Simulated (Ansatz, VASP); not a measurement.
ZnSe (Stilleite) in VASP and in Ansatz

```
Zn Se
1.0
     0.00000    2.83242    2.90409
     2.83242    0.00000    2.90409
     2.83242    2.83242    0.00000
Zn Se
1 1
Direct
  0.00000 0.00000 0.00000
  0.25000 0.25000 0.25000
```

Change from the starting cell: uniaxial_z strain +2.5%.

Alike in both runs: task single point; functional PBE; k mesh 8 × 8 × 8; occupations fermi-dirac, width 0.02 eV; no spin polarisation.

|  | VASP | Ansatz |
| --- | --- | --- |
| version | VASP 6.6.1 | Ansatz 0.2.0 |
| potentials or method | VASP PAW PBE potentials, release 64 (Zn, Se) | plane waves, PAW |
| plane-wave cutoff (eV) | 520 | 420 |
| valence electrons in the cell | 18 | 28 |

VASP gave:

```
gap on the k mesh at the Fermi level (eV)       : 1.16
pressure (GPa)                                  : 0.8
largest component of the traceless stress (GPa) : 0.60
```

Q: Estimate Ansatz's values.

A: gap on the k mesh at the Fermi level (eV): 1.16; pressure (GPa): 0.6; largest component of the traceless stress (GPa): 0.60.

The functional is the same, so the differences come from potentials, cutoffs and numerics. The two sets of potentials don't hold the same shells in valence.
